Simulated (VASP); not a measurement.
Input of a VASP 6.6.1 run:

File INCAR:

```
SYSTEM = LaB6
  PREC = Accurate
  ENCUT = 600
  EDIFF = 1E-6
  ISMEAR = 1
  SIGMA = 0.1
  LREAL = .FALSE.
  LASPH = .TRUE.
  NELM = 80
  ALGO = Normal
  ISIF = 3
  LWAVE = .FALSE.
  LCHARG = .FALSE.
  GGA = PE
  IVDW = 12
  IBRION = 2
  NSW = 90
  EDIFFG = -0.01
  KPAR = 2
```

Contents of KPOINTS:

```
Automatic mesh
0
G
  10 10 10
  0 0 0
```

The input POSCAR:

```
LaB6
1.0
    4.1570000000      0.0000000000      0.0000000000
    0.0000000000      4.1570000000      0.0000000000
    0.0000000000      0.0000000000      4.1570000000
La B
1 6
Direct
    0.0000000000      0.0000000000      0.0000000000
    0.1975000000      0.5000000000      0.5000000000
    0.5000000000      0.1975000000      0.5000000000
    0.8025000000      0.5000000000      0.5000000000
    0.5000000000      0.8025000000      0.5000000000
    0.5000000000      0.5000000000      0.1975000000
    0.5000000000      0.5000000000      0.8025000000
```

Potentials or basis: VASP PAW PBE potentials, release 64 (La, B).

Run with:

```console
$ cat potpaw_PBE.64/La/POTCAR potpaw_PBE.64/B/POTCAR > POTCAR
$ mpirun -np 2 vasp_std > vasp.out
```

(1) Predict the relaxed cell.

(2) Predict the dispersion energy per atom.

## Answers

(1) a = 4.123 Å, b = 4.123 Å, c = 4.123 Å, α = 90.00°, β = 90.00°, γ = 90.00°.

(2) -0.264 eV.
